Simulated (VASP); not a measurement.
**BaTiO3: from the relaxed cell to its vibrations**

What lattice, stiffness and vibrations does BaTiO3 have at one level of theory? The starting structure is a measured crystal structure from the Crystallography Open Database. All runs use PBEsol.

Main program and level: VASP 6.6.1; Kohn-Sham DFT with plane waves and PAW; PBEsol.

### 1. Starting point

It takes space group Pm-3m (No. 221, cubic). Conventional cell: a = 4.009 Å, b = 4.009 Å, c = 4.009 Å, α = 90.00°, β = 90.00°, γ = 90.00°. Nearest to Ba lie 12 O at 2.84 Å. Ti has 6 O at 2.00 Å nearest. Nearest to O lie 2 Ti at 2.00 Å and 4 Ba at 2.84 Å. Farther neighbours and most contacts between anions are not listed.

### 2. Relaxation

This run starts from the cell of an earlier relaxation, which isn't shown; the restart sets up the plane waves anew.

INCAR reads:

```
SYSTEM = BaTiO3
PREC = Accurate
ENCUT = 560
EDIFF = 1E-07
NELM = 100
ISMEAR = 0
SIGMA = 0.03
LREAL = .FALSE.
ALGO = Normal
GGA = PS
NBANDS = 26
LASPH = .TRUE.
LORBIT = 11
LWAVE = .FALSE.
LCHARG = .FALSE.
KPAR = 8
IBRION = 2
NSW = 50
ISIF = 3
EDIFFG = -0.002
```

POSCAR reads:

```
BaTiO3
1.0
    3.9839629984      0.0000000000      0.0000000000
    0.0000000000      3.9839629984      0.0000000000
    0.0000000000      0.0000000000      3.9839629984
Ba Ti O
1 1 3
Direct
    0.5000000000      0.5000000000      0.5000000000
    0.0000000000      0.0000000000      0.0000000000
    0.0000000000      0.0000000000      0.5000000000
    0.0000000000      0.5000000000      0.0000000000
    0.5000000000      0.0000000000      0.0000000000
```

KPOINTS reads:

```
Automatic mesh
0
Gamma
6 6 6
0 0 0
```

The projector-augmented-wave data sets are Ba_sv, Ti_sv and O (PBE family, release 64).

On the command line:

```
$ mpirun -np 8 vasp_std
```

Output:

```text
[banner, memory and clock lines left out]
running    8 mpi-ranks, on    1 nodes
 distrk:  each k-point on    1 cores,    8 groups
 distr:  one band on    1 cores,    1 groups

 POSCAR found type information on POSCAR BaTiO
 POSCAR found :  3 types and       5 ions
|                                                                             |
|           W    W    AA    RRRRR   N    N  II  N    N   GGGG   !!!           |
|           W    W   A  A   R    R  NN   N  II  NN   N  G    G  !!!           |
|           W    W  A    A  R    R  N N  N  II  N N  N  G       !!!           |
|           W WW W  AAAAAA  RRRRR   N  N N  II  N  N N  G  GGG   !            |
|           WW  WW  A    A  R   R   N   NN  II  N   NN  G    G                |
|           W    W  A    A  R    R  N    N  II  N    N   GGGG   !!!           |
|                                                                             |
|     For optimal performance we recommend to set                             |
|       NCORE = 2 up to number-of-cores-per-socket                            |
|     NCORE specifies how many cores store one orbital (NPAR=cpu/NCORE).      |
|     This setting can greatly improve the performance of VASP for DFT.       |
|     The default, NCORE=1 might be grossly inefficient on modern             |
|     multi-core architectures or massively parallel machines. Do your        |
|     Unfortunately you need to use the default for GW and RPA                |
|     calculations (for HF NCORE is supported but not extensively tested      |
|     yet).                                                                   |
|                                                                             |

|                                                                             |
|               ----> ADVICE to this user running VASP <----                  |
|                                                                             |
|     You enforced a specific xc type in the INCAR file but a different       |
|     [... a line on the potential file left out ...]
|     I HOPE YOU KNOW WHAT YOU ARE DOING!                                     |
|                                                                             |

 LDA part: xc-table for (Slater+PW92), standard interpolation
 POSCAR, INCAR and KPOINTS ok, starting setup
 FFT: planning ... GRIDC
 FFT: planning ... GRID_SOFT
 FFT: planning ... GRID
 WAVECAR not read
 entering main loop
       N       E                     dE             d eps       ncg     rms          rms(c)
DAV:   1     0.449431532054E+03    0.44943E+03   -0.21768E+04  1040   0.173E+03
DAV:   2    -0.340119929495E+00   -0.44977E+03   -0.43468E+03  1214   0.453E+02
DAV:   3    -0.499454392631E+02   -0.49605E+02   -0.48647E+02  1236   0.146E+02
DAV:   4    -0.522409561945E+02   -0.22955E+01   -0.22920E+01  1584   0.297E+01
DAV:   5    -0.522774002865E+02   -0.36444E-01   -0.36434E-01  1332   0.372E+00    0.229E+01
DAV:   6    -0.421853757525E+02    0.10092E+02   -0.60319E+01  1458   0.703E+01    0.980E+00
DAV:   7    -0.421330212279E+02    0.52355E-01   -0.94619E+00  1332   0.219E+01    0.649E+00
DAV:   8    -0.419881139215E+02    0.14491E+00   -0.12102E+00  1304   0.103E+01    0.240E+00
DAV:   9    -0.419940865478E+02   -0.59726E-02   -0.23834E-01  1250   0.325E+00    0.969E-01
DAV:  10    -0.419911365993E+02    0.29499E-02   -0.10634E-01  1332   0.223E+00    0.803E-01
DAV:  11    -0.419838386819E+02    0.72979E-02   -0.51942E-02  1562   0.183E+00    0.227E-01
DAV:  12    -0.419829681053E+02    0.87058E-03   -0.40345E-03  1312   0.621E-01    0.564E-02
DAV:  13    -0.419832110615E+02   -0.24296E-03   -0.16170E-03  1432   0.283E-01    0.121E-01
DAV:  14    -0.419829600406E+02    0.25102E-03   -0.10526E-03  1424   0.202E-01    0.231E-02
DAV:  15    -0.419829622464E+02   -0.22058E-05   -0.36023E-05  1328   0.442E-02    0.617E-03
DAV:  16    -0.419829622176E+02    0.28766E-07   -0.32305E-06  1432   0.126E-02    0.504E-03
DAV:  17    -0.419829617540E+02    0.46356E-06   -0.88624E-07  1312   0.956E-03    0.211E-03
DAV:  18    -0.419829617250E+02    0.29002E-07   -0.75531E-08   860   0.244E-03
   1 F= -.41982962E+02 E0= -.41982962E+02  d E =-.419830E+02
 curvature:   0.00 expect dE= 0.000E+00 dE for cont linesearch  0.000E+00
 trial: gam= 0.00000 g(F)=  0.000E+00 g(S)=  0.217E-06 ort = 0.000E+00 (trialstep = 0.100E+01)
 search vector abs. value=  0.217E-06
 reached required accuracy - stopping structural energy minimisation
```

The job ended after 6 s (8 MPI ranks of Intel Xeon 6975P-C (Granite Rapids), shared host; peak memory 1.7 GiB).

The logs omit lines about the potential files and the build; timing stands in the text.

Parts of OUTCAR (step 2):

```text
ion  position               nearest neighbor table
   1  0.500  0.500  0.500-   3 2.82   4 2.82   5 2.82   4 2.82   5 2.82   3 2.82   5 2.82   5 2.82
                             3 2.82   4 2.82   4 2.82   3 2.82   2 3.45   2 3.45   2 3.45   2 3.45
   2  0.000  0.000  0.000-   3 1.99   4 1.99   5 1.99   3 1.99   4 1.99   5 1.99   1 3.45   1 3.45
                             1 3.45   1 3.45   1 3.45   1 3.45   1 3.45   1 3.45
   3  0.000  0.000  0.500-   2 1.99   2 1.99   1 2.82   1 2.82   1 2.82   1 2.82
   4  0.000  0.500  0.000-   2 1.99   2 1.99   1 2.82   1 2.82   1 2.82   1 2.82
   5  0.500  0.000  0.000-   2 1.99   2 1.99   1 2.82   1 2.82   1 2.82   1 2.82

  LATTYP: Found a simple cubic cell.
 ALAT       =     3.9839629984

 Subroutine GETGRP returns: Found 48 space group operations
 (whereof 48 operations were pure point group operations)

The static configuration has the point symmetry O_h .

 Found     20 irreducible k-points:

   k-points           NKPTS =     20   k-points in BZ     NKDIM =     20   number of bands    NBANDS=     26

   dimension x,y,z NGX =    32 NGY =   32 NGZ =   32
   dimension x,y,z NGXF=    64 NGYF=   64 NGZF=   64

   ENCUT  =  560.0 eV  41.16 Ry    6.42 a.u.   7.69  7.69  7.69*2*pi/ulx,y,z

   NELECT =      40.0000    total number of electrons

 k-points in reciprocal lattice and weights: Automatic mesh
   0.00000000  0.00000000  0.00000000       0.005
   0.16666667  0.00000000  0.00000000       0.028
   0.33333333  0.00000000  0.00000000       0.028
   0.50000000  0.00000000  0.00000000       0.014
   0.16666667  0.16666667  0.00000000       0.056
   0.33333333  0.16666667  0.00000000       0.111
   0.50000000  0.16666667  0.00000000       0.056
   0.33333333  0.33333333  0.00000000       0.056
   0.50000000  0.33333333  0.00000000       0.056
[...]
0.50000000  0.50000000  0.33333333       0.028
   0.50000000  0.50000000  0.50000000       0.005

 average (electrostatic) potential at core
       1 -32.5906       2 -76.6356       3 -69.5814       4 -69.5814       5 -69.5814

 E-fermi :   4.0906

 k-point     1 :       0.0000    0.0000    0.0000
  band No.  band energies     occupation
    ...
     16       2.6665      2.00000
     17       2.6665      2.00000
     18       3.6677      2.00000
     19       3.6677      2.00000
     20       3.6677      2.00000
     21       5.5235      0.00000
     22       5.5235      0.00000
     23       5.5236      0.00000
     24       7.8294      0.00000
     25       7.8294      0.00000
    ...

 k-point     2 :       0.1667    0.0000    0.0000
  band No.  band energies     occupation
    ...
     16       2.3665      2.00000
     17       2.4118      2.00000
     18       3.0194      2.00000
     19       3.4760      2.00000
     20       3.4760      2.00000
     21       5.5651      0.00000
     22       6.0746      0.00000
     23       6.0746      0.00000
     24       7.8326      0.00000
     25       8.5292      0.00000
    ...

 k-point     3 :       0.3333    0.0000    0.0000
  band No.  band energies     occupation
    ...
     16       2.0204      2.00000
     17       2.0204      2.00000
     18       2.1329      2.00000
     19       3.1943      2.00000
     20       3.1943      2.00000
     21       5.6514      0.00000
     22       6.9591      0.00000
     23       6.9591      0.00000
     24       7.8369      0.00000
     25       9.5030      0.00000
    ...

  Total        0.0027362      0.0027362      0.0027362     -0.0000000     -0.0000000     -0.0000000
  in kB        0.0693290      0.0693290      0.0693290     -0.0000000     -0.0000000     -0.0000000
  external PRESSURE =       0.0693290 kB  Pullay stress =       0.0000000 kB

  energy-cutoff  :      560.00
  volume of cell :       63.23
      direct lattice vectors                 reciprocal lattice vectors
     3.983962998  0.000000000  0.000000000     0.251006347  0.000000000  0.000000000
     0.000000000  3.983962998  0.000000000     0.000000000  0.251006347  0.000000000
     0.000000000  0.000000000  3.983962998     0.000000000  0.000000000  0.251006347

 POSITION                                       TOTAL-FORCE (eV/Angst)
 -----------------------------------------------------------------------------------
      1.99198      1.99198      1.99198         0.000000      0.000000      0.000000
      0.00000      0.00000      0.00000         0.000000      0.000000      0.000000
      0.00000      0.00000      1.99198         0.000000      0.000000      0.000000
      0.00000      1.99198      0.00000         0.000000      0.000000      0.000000
      1.99198      0.00000      0.00000         0.000000      0.000000      0.000000
 -----------------------------------------------------------------------------------
    total drift:                                0.000000      0.000000     -0.000000

  FREE ENERGIE OF THE ION-ELECTRON SYSTEM (eV)
  ---------------------------------------------------
  free  energy   TOTEN  =       -41.9829617250 eV

  energy  without entropy=      -41.9829617250  energy(sigma->0) =      -41.98296173

 reached required accuracy - stopping structural energy minimisation

 total charge
# of ion       s       p       d       tot
------------------------------------------
    1        2.004   5.636   0.347   7.987
    2        2.216   6.284   1.722  10.222
    3        1.557   3.454   0.000   5.011
    4        1.557   3.454   0.000   5.011
    5        1.557   3.454   0.000   5.011
--------------------------------------------------
tot          8.891  22.281   2.069  33.241

[... 3 further parts left out ...]
```

CONTCAR:

```
BaTiO3
   1.00000000000000
     3.9839629984000000    0.0000000000000000    0.0000000000000000
     0.0000000000000000    3.9839629984000000    0.0000000000000000
     0.0000000000000000    0.0000000000000000    3.9839629984000000
  Ba              Ti              O
     1     1     3
Direct
     0.5000000000000000    0.5000000000000000    0.5000000000000000
     0.0000000000000000    0.0000000000000000    0.0000000000000000
     0.0000000000000000    0.0000000000000000    0.5000000000000000
     0.0000000000000000    0.5000000000000000    0.0000000000000000
     0.5000000000000000    0.0000000000000000    0.0000000000000000
```

The PAW data sets were made with PBE, which is usual practice but a small mismatch for other functionals. The run keeps the 48 symmetry operations of its start, so it cannot find a distortion of lower symmetry.

The relaxed cell holds 12.647 Å³ an atom, with a = 3.984 Å (-0.6 % against the database cell). Pressures at 0.985 and 1.015 times this volume, from two more relaxations that aren't shown, give a bulk modulus of 176.2 GPa.

### 3. Elastic constants

INCAR reads:

```
SYSTEM = BaTiO3
PREC = Accurate
ENCUT = 800
EDIFF = 1E-08
NELM = 100
ISMEAR = 0
SIGMA = 0.03
LREAL = .FALSE.
ALGO = Normal
GGA = PS
NBANDS = 26
LASPH = .TRUE.
LORBIT = 11
LWAVE = .FALSE.
LCHARG = .FALSE.
KPAR = 8
IBRION = 6
NFREE = 2
POTIM = 0.015
ISIF = 3
NSW = 1
```

POSCAR is that of step 2.

KPOINTS is that of step 2.

On the command line:

```
$ mpirun -np 8 vasp_std
```

Output:

```text
[banner, memory and clock lines left out]
running    8 mpi-ranks, on    1 nodes
[...]
[... a notice as in an earlier step ...]

 [... a notice as in an earlier step ...]

 LDA part: xc-table for (Slater+PW92), standard interpolation
 POSCAR, INCAR and KPOINTS ok, starting setup
[...]
entering main loop
       N       E                     dE             d eps       ncg     rms          rms(c)
DAV:   1     0.523095066132E+03    0.52310E+03   -0.26491E+04  1040   0.227E+03
DAV:   2     0.121569618675E+02   -0.51094E+03   -0.49237E+03  1164   0.522E+02
DAV:   3    -0.489713795797E+02   -0.61128E+02   -0.59047E+02  1200   0.167E+02
DAV:   4    -0.522322014700E+02   -0.32608E+01   -0.32552E+01  1614   0.367E+01
[...]
DAV:  17    -0.419972227761E+02    0.10249E-05   -0.31387E-06  1444   0.165E-02    0.215E-03
DAV:  18    -0.419972227585E+02    0.17573E-07   -0.16401E-07  1268   0.302E-03    0.135E-03
DAV:  19    -0.419972227605E+02   -0.20027E-08   -0.33552E-08  1118   0.147E-03
[...]
2 F= -.41984209E+02 E0= -.41984209E+02  d E =-.515192E-44
   3 F= -.41982093E+02 E0= -.41982093E+02  d E =-.809445E-50
   4 F= -.41984209E+02 E0= -.41984209E+02  d E =-.148098E-17
   5 F= -.41982093E+02 E0= -.41982093E+02  d E =-.332885E-49
   6 F= -.41984209E+02 E0= -.41984209E+02  d E =-.149884E-17
   7 F= -.41982093E+02 E0= -.41982093E+02  d E =-.326809E-49
   8 F= -.41991540E+02 E0= -.41991540E+02  d E =-.239233E-29
   9 F= -.41991540E+02 E0= -.41991540E+02  d E =-.136727E-29
  10 F= -.41991540E+02 E0= -.41991540E+02  d E =-.218956E-29
  11 F= -.41991540E+02 E0= -.41991540E+02  d E =-.237752E-29
  12 F= -.41991540E+02 E0= -.41991540E+02  d E =-.236822E-29
  13 F= -.41991540E+02 E0= -.41991540E+02  d E =-.236493E-29
  14 F= -.41996478E+02 E0= -.41996478E+02  d E =-.102206E-26
  15 F= -.41996478E+02 E0= -.41996478E+02  d E =-.101837E-26
  16 F= -.41997274E+02 E0= -.41997274E+02  d E =-.777967E-27
  17 F= -.41997274E+02 E0= -.41997274E+02  d E =-.774707E-27
  18 F= -.41996608E+02 E0= -.41996608E+02  d E =-.943545E-27
  19 F= -.41996608E+02 E0= -.41996608E+02  d E =-.932779E-27
  20 F= -.41996608E+02 E0= -.41996608E+02  d E =-.997427E-27
  21 F= -.41996608E+02 E0= -.41996608E+02  d E =-.993778E-27
 Finite differences progress:
  Degree of freedom:  10/ 10
  Displacement:        2/  2
  Total:              20/ 20
```

Wall time 4.8 min (8 MPI ranks); peak memory 4.8 GiB; 36 min of CPU time.

Parts of OUTCAR (step 3):

```text
  Total        0.0251873      0.0251873      0.0354455      0.0000000     -0.0000000      0.0000000
  in kB        0.6381850      0.6381850      0.8981028      0.0000000     -0.0000000      0.0000000
  external PRESSURE =       0.7248243 kB  Pullay stress =       0.0000000 kB

 POSITION                                       TOTAL-FORCE (eV/Angst)
 -----------------------------------------------------------------------------------
      1.99198      1.99198      1.99198         0.000000      0.000000     -0.018879
      0.00000      0.00000      0.00000        -0.000000      0.000000      0.074922
      0.00000      0.00000      1.97698         0.000000      0.000000      0.081920
      0.00000      1.99198      0.00000         0.000000      0.000000     -0.068982
      1.99198      0.00000      0.00000         0.000000      0.000000     -0.068982
 -----------------------------------------------------------------------------------
    total drift:                               -0.000002      0.000000     -0.000108

  FREE ENERGIE OF THE ION-ELECTRON SYSTEM (eV)
  ---------------------------------------------------
  free  energy   TOTEN  =       -41.9966079738 eV

  energy  without entropy=      -41.9966079738  energy(sigma->0) =      -41.99660797

[... 1 part as in an earlier step ...]

[... 2 further parts left out ...]
[key lines of the parts left out:]
E-fermi :   4.0151
```

The last energy, forces and stress in OUTCAR belong to the last displaced cell, not to that of POSCAR.

The elastic tensor has C11 = 317.1, C12 = 111.7, C44 = 127.8 GPa; its Hill averages are a bulk modulus of 180.2 and a shear modulus of 117.1 GPa.

### 4. Modes of the relaxed cell

INCAR reads:

```
SYSTEM = BaTiO3
PREC = Accurate
ENCUT = 560
EDIFF = 1E-08
NELM = 100
ISMEAR = 0
SIGMA = 0.03
LREAL = .FALSE.
ALGO = Normal
GGA = PS
NBANDS = 26
LASPH = .TRUE.
LORBIT = 11
LWAVE = .FALSE.
LCHARG = .FALSE.
KPAR = 8
IBRION = 8
LEPSILON = .TRUE.
LPEAD = .TRUE.
ISIF = 2
```

POSCAR is that of step 3.

KPOINTS reads:

```
Automatic mesh
0
Gamma
8 8 8
0 0 0
```

On the command line:

```
$ mpirun -np 8 vasp_std
```

Output:

```text
[... set-up lines as in an earlier step ...]
 entering main loop
       N       E                     dE             d eps       ncg     rms          rms(c)
DAV:   1     0.454902356744E+03    0.45490E+03   -0.21625E+04  1820   0.174E+03
DAV:   2    -0.385375636432E+01   -0.45876E+03   -0.44322E+03  2162   0.455E+02
DAV:   3    -0.500076407534E+02   -0.46154E+02   -0.45863E+02  2124   0.146E+02
DAV:   4    -0.522400852243E+02   -0.22324E+01   -0.22297E+01  2890   0.294E+01
[...]
DAV:  18    -0.419836584724E+02    0.63183E-07   -0.24923E-07  2242   0.420E-03    0.653E-04
DAV:  19    -0.419836584918E+02   -0.19394E-07   -0.20509E-08  1550   0.150E-03    0.440E-04
DAV:  20    -0.419836584876E+02    0.41068E-08   -0.26632E-09  1100   0.465E-04
   1 F= -.41983658E+02 E0= -.41983658E+02  d E =-.568532E-16
 Linear response reoptimize wavefunctions to high precision
DAV:   1    -0.419836584838E+02    0.38553E-08   -0.14594E-09  1272   0.275E-04
DAV:   2    -0.419836584839E+02   -0.11005E-09   -0.32481E-10  1074   0.141E-04
[...]
RMM:  20    -0.368388006495E+00   -0.79961E-07   -0.37008E-06 14511   0.104E-03    0.129E-04
 first order change of Fermi-energy  -0.19085E-02
 force on displaced ion       3 direction 1 :  -5.501   0.000   0.000
 Born effective charge ion    3 direction 1 :  -2.145   0.000   0.000
 Linear response progress:
  Degree of freedom:   4/  4
       N       E                     dE             d eps       ncg     rms          rms(c)
RMM:   1    -0.378217069939E+00   -0.37822E+00    0.24406E-01  8084   0.308E+00
RMM:   2    -0.369571578590E+00    0.86455E-02   -0.14909E-02  6944   0.717E-01    0.161E-01
RMM:   3    -0.371663393642E+00   -0.20918E-02   -0.64084E-03  7261   0.298E-01    0.877E-02
RMM:   4    -0.373574070080E+00   -0.19107E-02   -0.22234E-03  7419   0.199E-01    0.279E-02
[...]
RMM:  98    -0.373850833763E+00    0.26287E-09   -0.69720E-07  6308   0.720E-04    0.853E-07
RMM:  99    -0.373850833693E+00    0.69940E-10   -0.13829E-06  6297   0.720E-04    0.704E-07
RMM: 100    -0.373850833835E+00   -0.14163E-09   -0.42832E-07  6299   0.720E-04    0.861E-07
 first order change of Fermi-energy  -0.57772E-03
 force on displaced ion       3 direction 3 :   0.000   0.000  -5.512
 Born effective charge ion    3 direction 3 :   0.000   0.000  -5.862
 Born effective charges drift removed
 Linear response finished
```

Wall time 6.5 min (8 MPI ranks); peak memory 6.9 GiB.

Parts of OUTCAR (step 4):

```text
  Total        0.0003545      0.0003545      0.0003545      0.0000000      0.0000000     -0.0000000
  in kB        0.0089828      0.0089828      0.0089828      0.0000000      0.0000000     -0.0000000
  external PRESSURE =       0.0089828 kB  Pullay stress =       0.0000000 kB

 MACROSCOPIC STATIC DIELECTRIC TENSOR (including local field effects in DFT)
 ------------------------------------------------------
           6.786481     0.000000     0.000000
          -0.000000     6.786481     0.000000
          -0.000000     0.000000     6.786481
 ------------------------------------------------------

 MACROSCOPIC STATIC DIELECTRIC TENSOR IONIC CONTRIBUTION
 ------------------------------------------------------
           0.602254     0.000000     0.000000
           0.000000     0.602254     0.000000
           0.000000     0.000000     0.602254
 ------------------------------------------------------

[... 2 parts as in an earlier step ...]

[... 1 further part left out ...]
```

The zone-centre modes at 12.647 Å³ an atom are T1u (3) 465.1, T2u 288.7, T1u (2) 178.4, T1u (1) -198.7 cm⁻¹.

[end of part 1 of 2]

[Lines on the potential files, build, host, timing and source positions are cut from VASP's logs without a mark.]

[Logs are printed without paths, hosts, clocks, repeated set-up lines and the standing remarks that a program may print on its own settings, such as how far it seeks lower states.]

[Hosts, paths, dates, database ids (printed as entryN), source tags and the programs' standing remarks are cut or masked in the printed files.]
